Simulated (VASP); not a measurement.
In:

```xyz
1
Lattice="-1.6255 1.6255 2.4737 1.6255 -1.6255 2.4737 1.6255 1.6255 -2.4737" Properties=species:S:1:pos:R:3 pbc="T T T"
In    0.0000    0.0000    0.0000
```

- Program: VASP 6.6.1
- Task: relaxation of cell and atoms
- Functional: PBE
- Potentials or basis: VASP PAW PBE potentials, release 64 (In_d)
- Cutoff: 600 eV
- k mesh: 19 × 19 × 19
- Occupations: methfessel-paxton, width 0.1 eV
- Spin: no spin polarisation

At the start: pressure 2.1 GPa; volume 26.14 Å³/atom.

Q: How do energy, volume and symmetry change on relaxing?

A: Over 11 steps the energy falls by 8.9 meV/atom and the volume is 27.57 Å³/atom (+5.4 %); space group I4/mmm (No. 139, to 0.05 Å).

The path:
```tsv
step	energy change (eV)	largest force (eV/Å)	pressure (GPa)	volume (Å³)
1	0.0000	0.0000	2.05	26.14
2	-0.0084	0.0000	0.08	27.43
3	-0.0085	0.0000	0.05	27.49
4	-0.0084	0.0000	-0.10	27.60
5	-0.0085	0.0000	-0.01	27.53
6	-0.0086	0.0000	-0.01	27.53
7	-0.0088	0.0000	-0.04	27.55
8	-0.0087	0.0000	-0.08	27.58
9	-0.0089	0.0000	-0.04	27.56
10	-0.0089	0.0000	-0.06	27.57
11	-0.0089	0.0000	-0.05	27.57
```

Final structure:
```
CELL_PARAMETERS angstrom
-1.66584 1.66584 2.48335
1.66584 -1.66584 2.48335
1.66584 1.66584 -2.48335
ATOMIC_POSITIONS crystal
In 0.00000 0.00000 0.00000
```
